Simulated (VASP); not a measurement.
A run of VASP 6.6.1:

File INCAR:

```
SYSTEM = As
  PREC = Accurate
  ENCUT = 520
  EDIFF = 1E-6
  ISMEAR = 0
  SIGMA = 0.03
  LREAL = .False.
  LASPH = .True.
  NELM = 100
  ALGO = Normal
  ISIF = 2
  LWAVE = .False.
  LCHARG = .False.
  LDIPOL = .True.
  IDIPOL = 3
  DIPOL = 0.5 0.5 0.500
  GGA = RE
  IVDW = 12
  NBANDS = 12
```

Contents of KPOINTS:

```
regular mesh
0
Gamma
  12 12 1
  0 0 0
```

File POSCAR:

```
As
1.0
    3.6000000000      0.0000000000      0.0000000000
   -1.8000000000      3.1176914536      0.0000000000
    0.0000000000      0.0000000000     15.4000000000
As
2
Direct
    0.3333330000      0.6666670000      0.4545454545
    0.6666670000      0.3333330000      0.5454545455
```

Potentials or basis: VASP PAW PBE potentials, release 64 (As).

Run with:

```sh
$ cat potpaw_PBE.64/As/POTCAR > POTCAR
$ mpirun -np 1 vasp_std > vasp.out
```

Hardware: 1 thread of Intel(R) Xeon(R) Platinum 8488C (Sapphire Rapids), on a shared host.

Problem. Estimate the wall time of this run.

Solution. Run time: 39 s on 1 thread of Intel(R) Xeon(R) Platinum 8488C (Sapphire Rapids) (shared host), peak memory 0.29 GiB. Counts: scf iterations 17, k points 19.
